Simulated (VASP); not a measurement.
Here is a VASP 6.6.1 calculation.

File INCAR:

```
PREC = Accurate ; ENCUT = 520
EDIFF = 1E-7 ; ISMEAR = 0
SIGMA = 0.02 ; LREAL = False
LASPH = True ; NELM = 100
ALGO = Normal ; ISIF = 2
LWAVE = False ; LCHARG = False
GGA = PS ; KPAR = 2
```

The input KPOINTS:

```
Automatic mesh
0
Gamma
  8 8 8
```

File POSCAR:

```
Bi2Te3
1.0
    2.1930000000      1.2661291403     10.1656666667
   -2.1930000000      1.2661291403     10.1656666667
    0.0000000000     -2.5322582807     10.1656666667
Bi Te
2 3
Direct
    0.6000000000      0.6000000000      0.6000000000
    0.4000000000      0.4000000000      0.4000000000
    0.7905000000      0.7905000000      0.7905000000
    0.2095000000      0.2095000000      0.2095000000
    0.0000000000      0.0000000000      0.0000000000
```

KPOINTS_OPT

```
path GLB1,BZGX,QFP1Z,LP
10
line-mode
reciprocal
 0.0000000000  0.0000000000  0.0000000000  G
 0.5000000000  0.0000000000  0.0000000000  L

 0.5000000000  0.0000000000  0.0000000000  L
 0.5000000000  0.1770083925 -0.1770083925  B1

 0.8229916075  0.5000000000  0.1770083925  B
 0.5000000000  0.5000000000  0.5000000000  Z

 0.5000000000  0.5000000000  0.5000000000  Z
 0.0000000000  0.0000000000  0.0000000000  G

 0.0000000000  0.0000000000  0.0000000000  G
 0.3385041962  0.0000000000 -0.3385041962  X

 0.6614958038  0.3385041962  0.0000000000  Q
 0.5000000000  0.5000000000  0.0000000000  F

 0.5000000000  0.5000000000  0.0000000000  F
 0.6614958038  0.6614958038  0.1770083925  P1

 0.6614958038  0.6614958038  0.1770083925  P1
 0.5000000000  0.5000000000  0.5000000000  Z

 0.5000000000  0.0000000000  0.0000000000  L
 0.8229916075  0.3385041962  0.3385041962  P
```

Potentials or basis: VASP PAW PBE potentials, release 64 (Bi_d, Te).

The run is started by

```sh
$ cat potpaw_PBE.64/Bi_d/POTCAR potpaw_PBE.64/Te/POTCAR > POTCAR
$ mpirun -np 2 vasp_std > vasp.out
```

Question: Estimate the pressure.

Answer: -0.6 GPa.

Question: Predict the band gap on the k mesh.

Answer: 0.23 eV, direct.

Forces on the atoms (eV/Å):
```
Bi   0.000  0.000 -0.038
Bi   0.000  0.000  0.038
Te   0.000  0.000 -0.102
Te   0.000  0.000  0.102
Te   0.000  0.000  0.000
```

Caveat: the PAW data sets were made with another functional, which shifts forces and pressure a little; spin-orbit coupling is left out, which as a rule narrows the gap of such compounds by several tenths of an eV.

**Measured values to compare with.**

From “Vacancy and Antisite-Induced Ferromagnetism in Liquid-Phase Exfoliated Bi2Te3”, 2024, arxiv:2412.10539, for a bulk crystal of Bi2Te3: band gap 0.17 eV.

Measured gap of Bi2Te3: 0.17 eV (quoted in “Vacancy and Antisite-Induced Ferromagnetism in Liquid-Phase Exfoliated Bi2Te3”, 2024, arxiv:2412.10539). This calculation gives 0.23 eV (+0.06 eV). Spin-orbit coupling on Bi, Te is left out. The value is that of PBEsol, without temperature or zero-point motion.
